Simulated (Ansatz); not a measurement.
**Ni under changes of volume**

One of the cells (10.492 Å³/atom); the others are scaled copies at fixed shape and fractional positions:

```
CELL_PARAMETERS angstrom
0.00000 1.73757 1.73757
1.73757 0.00000 1.73757
1.73757 1.73757 0.00000
ATOMIC_POSITIONS crystal
Ni 0.00000 0.00000 0.00000
```

| Item | Value |
| --- | --- |
| Program | Ansatz 0.2.0 |
| Functional | PBEsol |
| Potentials or basis | all-electron LAPW, scalar-relativistic |
| Cutoff | 344 eV (chosen from the basis error) |
| Basis error allowed | 0.0005 eV/atom |
| k mesh | 13 × 13 × 13 |
| Occupations | fermi-dirac, width 0.05 eV |
| Spin | collinear spin, ferromagnetic start |
| Starting moments | [1.0] μB |

| volume (Å³/atom) | energy over the lowest point (meV/atom) | pressure (GPa) |
| --- | --- | --- |
| 9.862 | 19.62 | 13.4 |
| 10.072 | 6.16 | 7.5 |
| 10.282 | 0.00 | 2.3 |
| 10.492 | 0.33 | -2.4 |
| 10.702 | 6.43 | -6.6 |
| 10.912 | ? | ? |
| 11.122 | 33.41 | -13.5 |

Task: What does the run at 10.912 Å³/atom give?

Result: Energy over the lowest point 17.65 meV/atom; pressure -10.2 GPa.

Worked out: A Birch-Murnaghan fit of order 3 (a polynomial in V^(-2/3)) to the other rows has its minimum at 10.37 Å³/atom with B0 = V·E''(V) = 232 GPa and B' = 4.8. It gives 17.64 meV/atom at 10.912 Å³/atom, against the run's 17.65, and -dE/dV = -10.4 GPa, against -10.2.

Energies are extrapolated to zero smearing.
